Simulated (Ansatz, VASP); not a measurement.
**Cross-check of Si (Silicon) between VASP and Ansatz**

Wanted: the spread between two codes on one cell, functional and k mesh. The cell is a member of a volume series, scaled by 0.985 from a relaxed one, so a pressure remains.

Program: Ansatz 0.2.0. Level of theory: plane waves, with VASP 6.6.1 beside it; single point at PBEsol with D3(BJ), single point at r2SCAN with rVV10 and single point at RPBE. Results are calculated unless marked as measured.

### Step 1. Starting point

The structure is cubic, space group Fd-3m (No. 227). Conventional cell: a = 5.371 Å, b = 5.371 Å, c = 5.371 Å, α = 90.00°, β = 90.00°, γ = 90.00°. Nearest to Si lie 4 Si at 2.33 Å.

Structure file:

```
Si
1.0
     0.00000    2.68539    2.68539
     2.68539    0.00000    2.68539
     2.68539    2.68539    0.00000
Si
2
Cartesian
  4.0281 4.0281 4.0281
  2.6854 2.6854 2.6854
```

### Step 2. VASP: single point, PBEsol with D3(BJ), volume scaled by 0.985

A single point gives forces, pressure and levels at one fixed geometry, so differences don't come from the geometry; what else differs is listed under the comparison.

Lines of VASP's logs that name or quote its potential files are left out, and so is its time.

The input asks for a relaxation, which ended at its first step since no free force or stress exceeded the threshold; so it serves as a single point.

File INCAR:

```
SYSTEM = Si
PREC = Accurate
ENCUT = 450
EDIFF = 1E-06
NELM = 100
ISMEAR = 0
SIGMA = 0.03
LREAL = .FALSE.
ALGO = Normal
GGA = PS
IVDW = 12
NBANDS = 10
LORBIT = 11
LWAVE = .FALSE.
LCHARG = .FALSE.
KPAR = 8
IBRION = 2
NSW = 30
ISIF = 4
EDIFFG = -0.01
```

File POSCAR:

```
Si
1.0
    0.0000000000      2.6853890723      2.6853890723
    2.6853890723      0.0000000000      2.6853890723
    2.6853890723      2.6853890723      0.0000000000
Si
2
Direct
    0.7500000000      0.7500000000      0.7500000000
    0.5000000000      0.5000000000      0.5000000000
```

File KPOINTS:

```
Automatic mesh
0
Gamma
8 8 8
0 0 0
```

PAW data sets: Si (PBE family, release 64).

The run is started by

```bash
$ mpirun -np 8 vasp_std
```

Numbers of over 12 decimals in the logs are rounded to 6 here.

The program printed:

```text
[banner, memory and clock lines left out]
running    8 mpi-ranks, on    1 nodes
 distrk:  each k-point on    1 cores,    8 groups
 distr:  one band on    1 cores,    1 groups

 POSCAR found type information on POSCAR Si
 POSCAR found :  1 types and       2 ions
|                                                                             |
|           W    W    AA    RRRRR   N    N  II  N    N   GGGG   !!!           |
|           W    W   A  A   R    R  NN   N  II  NN   N  G    G  !!!           |
|           W    W  A    A  R    R  N N  N  II  N N  N  G       !!!           |
|           W WW W  AAAAAA  RRRRR   N  N N  II  N  N N  G  GGG   !            |
|           WW  WW  A    A  R   R   N   NN  II  N   NN  G    G                |
|           W    W  A    A  R    R  N    N  II  N    N   GGGG   !!!           |
|                                                                             |
|     For optimal performance we recommend to set                             |
|       NCORE = 2 up to number-of-cores-per-socket                            |
|     NCORE specifies how many cores store one orbital (NPAR=cpu/NCORE).      |
|     This setting can greatly improve the performance of VASP for DFT.       |
|     The default, NCORE=1 might be grossly inefficient on modern             |
|     multi-core architectures or massively parallel machines. Do your        |
|     Unfortunately you need to use the default for GW and RPA                |
|     calculations (for HF NCORE is supported but not extensively tested      |
|     yet).                                                                   |
|                                                                             |

|                                                                             |
|               ----> ADVICE to this user running VASP <----                  |
|                                                                             |
|     You enforced a specific xc type in the INCAR file but a different       |
|     [... a line on the potential file left out ...]
|     I HOPE YOU KNOW WHAT YOU ARE DOING!                                     |
|                                                                             |

 LDA part: xc-table for (Slater+PW92), standard interpolation
 POSCAR, INCAR and KPOINTS ok, starting setup
 FFT: planning ... GRIDC
 FFT: planning ... GRID_SOFT
 FFT: planning ... GRID
 WAVECAR not read
 entering main loop
       N       E                     dE             d eps       ncg     rms          rms(c)
DAV:   1     0.599768558779E+01    0.59977E+01   -0.32005E+03   580   0.589E+02
DAV:   2    -0.112077644105E+02   -0.17205E+02   -0.16686E+02   796   0.830E+01
DAV:   3    -0.117149791432E+02   -0.50721E+00   -0.50600E+00   726   0.132E+01
DAV:   4    -0.117188876539E+02   -0.39085E-02   -0.39080E-02   698   0.146E+00
DAV:   5    -0.117189232348E+02   -0.35581E-04   -0.35580E-04   714   0.128E-01    0.519E+00
DAV:   6    -0.115487104108E+02    0.17021E+00   -0.10122E-01   638   0.136E+00    0.311E+00
DAV:   7    -0.114730186066E+02    0.75692E-01   -0.17360E-01   656   0.187E+00    0.216E-01
DAV:   8    -0.114735141310E+02   -0.49552E-03   -0.56835E-03   634   0.462E-01    0.819E-02
DAV:   9    -0.114735674849E+02   -0.53354E-04   -0.91643E-05   774   0.681E-02    0.567E-02
DAV:  10    -0.114735775476E+02   -0.10063E-04   -0.11454E-05   648   0.196E-02    0.924E-03
DAV:  11    -0.114735772525E+02    0.29515E-06   -0.49885E-07   480   0.389E-03
   1 F= -.12032956E+02 E0= -.12032956E+02  d E =-.120330E+02
 curvature:   0.00 expect dE= 0.000E+00 dE for cont linesearch  0.000E+00
 trial: gam= 0.00000 g(F)=  0.307E-48 g(S)=  0.298E-33 ort = 0.000E+00 (trialstep = 0.100E+01)
 search vector abs. value=  0.100E-09
 reached required accuracy - stopping structural energy minimisation
```

From OUTCAR (step 2):

```text
ion  position               nearest neighbor table
   1  0.750  0.750  0.750-   2 2.33   2 2.33   2 2.33   2 2.33
   2  0.500  0.500  0.500-   1 2.33   1 2.33   1 2.33   1 2.33

  LATTYP: Found a face centered cubic cell.
 ALAT       =     5.3707781446

 Subroutine GETGRP returns: Found 48 space group operations
 (whereof 24 operations were pure point group operations)

The static configuration has the point symmetry T_d .
 The point group associated with its full space group is O_h .

 Found     29 irreducible k-points:

   k-points           NKPTS =     29   k-points in BZ     NKDIM =     29   number of bands    NBANDS=     10

   dimension x,y,z NGX =    28 NGY =   28 NGZ =   28
   dimension x,y,z NGXF=    56 NGYF=   56 NGZF=   56

   ENCUT  =  450.0 eV  33.07 Ry    5.75 a.u.   6.57  6.57  6.57*2*pi/ulx,y,z

   NELECT =       8.0000    total number of electrons

 k-points in reciprocal lattice and weights: Automatic mesh
   0.00000000  0.00000000  0.00000000       0.002
   0.12500000  0.00000000  0.00000000       0.016
   0.25000000  0.00000000  0.00000000       0.016
   0.37500000  0.00000000  0.00000000       0.016
   0.50000000  0.00000000  0.00000000       0.008
   0.12500000  0.12500000  0.00000000       0.012
   0.25000000  0.12500000  0.00000000       0.047
   0.37500000  0.12500000  0.00000000       0.047
   0.50000000  0.12500000  0.00000000       0.047
[...]
-0.37500000  0.50000000  0.12500000       0.023
  -0.25000000  0.50000000  0.25000000       0.012

 average (electrostatic) potential at core
       1 -82.6575       2 -82.6575

 E-fermi :   6.3323

 k-point     1 :       0.0000    0.0000    0.0000
  band No.  band energies     occupation
      1      -6.0900      2.00000
      2       6.1340      2.00000
      3       6.1340      2.00000
      4       6.1340      2.00000
      5       8.6631      0.00000
      6       8.6631      0.00000
      7       8.6631      0.00000
      8       9.8423      0.00000
      9      13.8390      0.00000
    ...

 k-point     2 :       0.1250    0.0000    0.0000
  band No.  band energies     occupation
      1      -5.8791      2.00000
      2       4.5074      2.00000
      3       5.8315      2.00000
      4       5.8315      2.00000
      5       8.6681      0.00000
      6       9.1053      0.00000
      7       9.1053      0.00000
      8      11.1108      0.00000
      9      13.3205      0.00000
    ...

 k-point     3 :       0.2500    0.0000    0.0000
  band No.  band energies     occupation
      1      -5.2628      2.00000
      2       2.1165      2.00000
      3       5.3468      2.00000
      4       5.3468      2.00000
      5       8.2077      0.00000
      6       9.6169      0.00000
      7       9.6169      0.00000
      8      13.2534      0.00000
      9      13.2784      0.00000
    ...

 Edisp (eV)   -0.55938

  Total       0.36482     0.36482     0.36482     0.00000    -0.00000    -0.00000
  in kB      15.09173    15.09173    15.09173     0.00000    -0.00000    -0.00000
  external pressure =       15.09 kB  Pullay stress =        0.00 kB

  energy-cutoff  :      450.00
  volume of cell :       38.73
      direct lattice vectors                 reciprocal lattice vectors
     0.000000000  2.685389072  2.685389072    -0.186192759  0.186192759  0.186192759
     2.685389072  0.000000000  2.685389072     0.186192759 -0.186192759  0.186192759
     2.685389072  2.685389072  0.000000000     0.186192759  0.186192759 -0.186192759

 POSITION                                       TOTAL-FORCE (eV/Angst)
 -----------------------------------------------------------------------------------
      4.02808      4.02808      4.02808         0.000000      0.000000      0.000000
      2.68539      2.68539      2.68539        -0.000000     -0.000000     -0.000000
 -----------------------------------------------------------------------------------
    total drift:                                0.000000      0.000000     -0.000000

  FREE ENERGIE OF THE ION-ELECTRON SYSTEM (eV)
  ---------------------------------------------------
  free  energy   TOTEN  =       -12.0329559198 eV

  energy  without entropy=      -12.0329559198  energy(sigma->0) =      -12.03295592

 reached required accuracy - stopping structural energy minimisation

 total charge
# of ion       s       p       d       tot
------------------------------------------
    1        0.752   0.963   0.000   1.715
    2        0.752   0.963   0.000   1.715
--------------------------------------------------
tot          1.505   1.925   0.000   3.430

[... 3 further parts left out ...]
```

### Step 3. Ansatz: single point, PBEsol with D3(BJ), volume scaled by 0.985

Ansatz runs on its default PAW (the set named soft_2) files.

The same cell, functional, mesh and smearing now go to Ansatz, which takes its cutoff from its data sets.

File input.yaml:

```yaml
crystal:
  lattice:
    - [0.0, 2.68538907, 2.68538907]
    - [2.68538907, 0.0, 2.68538907]
    - [2.68538907, 2.68538907, 0.0]
  atoms:
    - { symbol: Si, position: [0.75, 0.75, 0.75] }
    - { symbol: Si, position: [0.5, 0.5, 0.5] }
hamiltonian:
  xc: pbesol
  pseudopotentials: { kind: paw }
  dispersion: d3bj
kpoints:
  mp_grid: { grid: [8, 8, 8] }
scf:
  occupations: { method: gaussian, width: 0.03 }
  n_extra_bands: 4
output:
  forces: true
  stress: true
  eigenvalues: true
  write_density: true
  write_potential: true
  elf: true
  volumetric_format: npy
```

The run is started by

```bash
$ ansatz run input.yaml --threads 2 --pin off --max-ram 4608MiB --backend cpu --events-out ev --progress --plain --runs-dir out
```

The program printed:

```text
scf.n_extra_bands = 4 over 4 filled bands (N_el = 8.0): the run solves 8 bands
Engine: ansatz 0.2.0, aarch64-unknown-linux-gnu
Pseudopotentials: kind: paw
Pseudopotential: Si, paw, valence charge 4, recommended cutoff 420 eV (normal), Si.paw.azcp
Functional definition: PBEsol
  exchange = pbesol_x
  correlation = pbesol_c
Crystal: 2 atoms, lattice volume = 38.730 Å³
Basis set: ecut = 420 eV, 749 PW (Γ), exchange–correlation on 54×54×54 points (8 copies of the dense FFT grid, shifted against one another)
Bands: 8, of which v1, the nominal top of the filled ones, is band 4 counted from 1 (3 counted from 0)
Symmetry: 48 space group operations
Space group: Fd-3m (ITA 227), of the structure as read, at distance tolerance 3.4e-5 Å
k-points: 29 of 512
Non-local potential: Si, projectors of the file, l = 0: 2, l = 1: 2, l = 2: 2
PAW form: soft (Blöchl's): semilocal exchange-correlation on the pseudo side does not see the compensation charge
PAW frozen core: Si, regenerated for the run's functional, and the local potential with it (the file was generated under x = pbe(κ = 0.804, μ = 0.219515), c = pbe(β = 0.066725))
PAW one-centre angular grid: Si, 110 points (default); XC on 64 Gauss nodes
Initial density: superposition of atomic densities (neutral atoms: chi_scale 0, normalization atom), corrected by the library's trained network
Initial wavefunctions: pseudopotential atomic-orbital guess
Functional: x = pbesol(κ = 0.804, μ = 0.123457), c = pbesol(β = 0.046)
SCF iter   1: F=—  HF=-1243.525665 eV  |F-HF|=—  |Δ(HF+E_count)|=         —  Δρ=2.44e-3  dr2=2.28e-3  ethr=1.77e-3  ⟨swp⟩=6.1  Hψ=2102  notcnv=0
preconditioner: auto → none  [insulator: Δε(μ)=0.436 eV  Ē_g=9.588 eV  σ=0.030 eV  W_gap=1.00  n_scr=8 (ndim 8)  ℏωp=16.9 eV  f_vac=0.000  D(μ)=0.00/eV (n_scr^D=0)  ε∞_Penn≈4.1]
SCF iter   2: F=—  HF=-1243.525576 eV  |F-HF|=—  |Δ(HF+E_count)|=   8.89e-5  Δρ=9.51e-4  dr2=2.80e-4  ethr=2.85e-5  ⟨swp⟩=2.0  Hψ=543  notcnv=0
SCF iter   3: F=—  HF=-1243.525584 eV  |F-HF|=—  |Δ(HF+E_count)|=   8.25e-6  Δρ=1.63e-4  dr2=5.83e-6  ethr=3.50e-6  ⟨swp⟩=2.0  Hψ=332  notcnv=0
SCF iter   4: F=—  HF=-1243.525582 eV  |F-HF|=—  |Δ(HF+E_count)|=   2.00e-6  Δρ=1.41e-5  dr2=5.63e-8  ethr=7.29e-8  ⟨swp⟩=1.9  Hψ=310  notcnv=0
iter 5 did not close the SCF: its close was put off for the readings that it lacked (scf_convergence_deferred on its scf_iter line)
SCF iter   5: F=-1243.525582 eV  HF=-1243.525582 eV  |F-HF|=5.12e-11  |Δ(HF+E_count)|=   1.02e-8  Δρ=4.32e-6  dr2=4.06e-9  ethr=7.03e-10  ⟨swp⟩=1.7  Hψ=292  notcnv=0
SCF iter   6: F=-1243.525582 eV  HF=-1243.525582 eV  |F-HF|=1.98e-11  |Δ(HF+E_count)|=  4.52e-10  Δρ=4.50e-7  dr2=5.35e-11  ethr=5.07e-11  ⟨swp⟩=4.9  Hψ=1093  notcnv=0
SCF 1 converged in 6 iterations: F = -1243.525582 eV  dr2 = 5.35e-11
  greatest PAW one-centre occupation: 0.639 electrons in one spin orbital (limit 2), on the Si atom at site 1 (counted from 0), in its partial waves of l = 0
SCF converged after 6 iterations
Free energy (F): -1243.525582 eV
Harris-Foulkes:  -1243.525582 eV  (|F-HF|=1.98e-11)
Internal energy: -1243.525582 eV  (E = F + TS)
E sigma→0 (E₀):  -1243.525582 eV
Fermi energy:    6.764125 eV
--- Per-component energies (eV) ---
  E_band       = 10.839250
  E_kinetic    = 81.726110
  E_local      = -52.617725  (includes V_loc(G=0)·N_el)
  E_nonlocal   = 52.592176
  E_hartree    = 14.253488
  E_xc         = -109.869682
  E_vxc        = -94.314460  (∫ρ·V_xc dr)
  E_paw        = -998.032008  (= ΣΔE_a)
  E_vpaw       = -5.053875  (= ΣTr[D̂ρ^β])
  E_aug_tail   = 0.000012  (compensation charges beyond the density's cutoff)
  E_ewald      = -231.081546
  E_disp       = -0.559529  (pairwise vdW)
  E_core_change = 0.063121  (= ΣΔE_core)
  E_smearing   = -0.000000  (= −TS)
  E_closure    = 0.000000  (closes the sum)
  Σ components = -1243.525582   (vs F -1243.525582, Δ=0.00e0)
--- Forces (eV/Å), atoms counted from 1 ---
  atom   1  Si     0.00000000    -0.00000000     0.00000000
  atom   2  Si     0.00000000    -0.00000000    -0.00000000
  max |Σ_I F_I| component: 4.63e-17 eV/Å
--- Stress (GPa, compression-positive) ---
        1.382123      -0.000000      -0.000000
       -0.000000       1.382123       0.000000
       -0.000000      -0.000000       1.382123
  P = ⅓ Tr σ = 1.3821 GPa (13.821 kbar)
--- Band table (eV; the first three rows and the last of 29) ---
  k-point 0: bands = ["-5.6827", "6.5388", "6.5388", "6.5388", "9.0707", "9.0707", "9.0707", "10.2326"]
  k-point 1: bands = ["-5.4719", "4.9126", "6.2366", "6.2366", "9.0723", "9.5123", "9.5123", "11.5043"]
  k-point 2: bands = ["-4.8558", "2.5227", "5.7522", "5.7522", "8.6106", "10.0243", "10.0243", "13.6491"]
  k-point 28: bands = ["-1.2153", "-1.2153", "2.4904", "2.4904", "10.7117", "10.7117", "11.5974", "11.5974"]
```

Run time: 1.2 s. Hardware: 2 threads of Arm Neoverse N1, shared host; peak memory 0.25 GiB; 1.7 s of CPU time.

In the SCF lines HF is the Harris–Foulkes energy and dr2 the Hartree energy of the density residual, in eV; the loop may stop once dr2 is under the threshold and the program's other checks hold. Hψ counts applications of the Hamiltonian.

The run ends at a pressure of 1.38 GPa.

### Step 4. Differences

Known differences besides the potentials themselves: the cutoff is 420 eV in Ansatz and 450 eV in VASP; Ansatz makes its cores anew for this functional, VASP keeps those of its PBE data sets; VASP leaves aspherical gradient terms in its spheres out (LASPH is not set), Ansatz keeps them. Total energies have different zeros and are not compared.

The two programs side by side:

```csv
quantity,Ansatz,VASP,difference
pressure (GPa),1.38,1.51,-0.13
gap on the k mesh (eV),0.452,0.447,+0.005
```

A gap on the mesh is an upper bound, since the band edges may lie between its points. Ansatz's pressure holds a Pulay correction of 0.03 GPa; VASP's holds none.

### Step 5. Other set-ups

Further runs change the set-up of one program: Ansatz's method, potentials or start, or VASP's data sets, cutoff or form of LDA. The table gives Ansatz less VASP for each quantity, since a change that brings one quantity closer may part another.

```csv
run,pressure (GPa),gap on the k mesh (eV)
as above,-0.13,0.0052
Ansatz's all-electron LAPW method,-0.20,0.0084
```

### Step 6. VASP: single point, r2SCAN with rVV10, volume scaled by 1.015

A single point gives forces, pressure and levels at one fixed geometry, so differences don't come from the geometry; what else differs is listed under the comparison. The cell compared in this pair holds 40.66 Å³, against 38.73 Å³ for the pair before.

The input asks for a relaxation, which ended at its first step since no free force or stress exceeded the threshold; so it serves as a single point.

INCAR, as its differences from that of step 2:

```diff
@@ -9,4 +9,8 @@
 ALGO = Normal
-GGA = PS
-IVDW = 12
+METAGGA = R2SCAN
+LUSE_VDW = .TRUE.
+IVDW_NL = 2
+BPARAM = 11.95
+CPARAM = 0.0093
+LASPH = .TRUE.
 NBANDS = 10
```

File POSCAR:

```
Si
1.0
    0.0000000000      2.7293029932      2.7293029932
    2.7293029932      0.0000000000      2.7293029932
    2.7293029932      2.7293029932      0.0000000000
Si
2
Direct
    0.7500000000      0.7500000000      0.7500000000
    0.5000000000      0.5000000000      0.5000000000
```

KPOINTS is that of step 2.

The run is started by

```bash
$ mpirun -np 8 vasp_std
```

The program printed:

```text
[banner, memory and clock lines left out]
running    8 mpi-ranks, on    1 nodes
[...]
[... a notice as in an earlier step ...]

|                                                                             |
|               ----> ADVICE to this user running VASP <----                  |
|                                                                             |
|     You have switched on vdW-DFT.                                           |
|     This routine was written and supplied by Jiri Klimes. We recommend      |
|     that you carefully read and cite the following publications:            |
|       J. Klimes, D.R. Bowler, A. Michelides                                 |
|          J. Phys.: Cond Matt. 22 022201 (2010)                              |
|       J. Klimes, D.R. Bowler, A. Michelides                                 |
|          Phys. Rev. B. 83, 195131 (2011)                                    |
|     and references therein.                                                 |
[...]
Total rVV10 correction in eV:      0.1468973    10.7363898
Total rVV10 correction in eV:      0.1468973    10.7363898
Total rVV10 correction in eV:      0.1468973    10.7363898
DAV:  12    -0.173991393155E+02   -0.14966E-06   -0.50350E-08   316   0.156E-03
Total rVV10 correction in eV:      0.1469006    10.7363898
Total rVV10 correction in eV:      0.1469006    10.7363898
Total rVV10 correction in eV:      0.1469006    10.7363898
Total rVV10 correction in eV:      0.1469006    10.7363898
Total rVV10 correction in eV:      0.1469006    10.7363898
Total rVV10 correction in eV:      0.1469006    10.7363898
Total rVV10 correction in eV:      0.1469006    10.7363898
Total rVV10 correction in eV:      0.1469006    10.7363898
Total rVV10 correction in eV:      0.1469003    10.7363898
Total rVV10 correction in eV:      0.1469003    10.7363898
Total rVV10 correction in eV:      0.1469003    10.7363898
Total rVV10 correction in eV:      0.1469003    10.7363898
Total rVV10 correction in eV:      0.1469003    10.7363898
Total rVV10 correction in eV:      0.1469003    10.7363898
Total rVV10 correction in eV:      0.1469003    10.7363898
Total rVV10 correction in eV:      0.1469003    10.7363898
   1 F= -.17399139E+02 E0= -.17399139E+02  d E =-.173991E+02
[...]
reached required accuracy - stopping structural energy minimisation
```

Parts of OUTCAR (step 6):

```text
  Total       -0.3631857     -0.3631857     -0.3631857      0.0000000      0.0000000      0.0000000
  in kB      -14.3104770    -14.3104770    -14.3104770      0.0000000      0.0000000      0.0000000
  external PRESSURE =     -14.3104770 kB  Pullay stress =       0.0000000 kB

 POSITION                                       TOTAL-FORCE (eV/Angst)
 -----------------------------------------------------------------------------------
      4.09395      4.09395      4.09395         0.000000      0.000000      0.000000
      2.72930      2.72930      2.72930        -0.000000     -0.000000     -0.000000
 -----------------------------------------------------------------------------------
    total drift:                                0.000000      0.000000     -0.000000

  FREE ENERGIE OF THE ION-ELECTRON SYSTEM (eV)
  ---------------------------------------------------
  free  energy   TOTEN  =       -17.3991393155 eV

  energy  without entropy=      -17.3991393155  energy(sigma->0) =      -17.39913932

[... 2 parts as in an earlier step ...]

[... 2 further parts left out ...]
[key lines of the parts left out:]
E-fermi :   5.7610
```

[end of part 1 of 2]

[Lines on the potential files, build, host, timing and source positions are cut from VASP's logs without a mark.]

[Logs are printed without paths, hosts, clocks, repeated set-up lines and the standing remarks that a program may print on its own settings, such as how far it seeks lower states.]

[Hosts, paths, dates, database ids (printed as entryN), source tags and the programs' standing remarks are cut or masked in the printed files.]
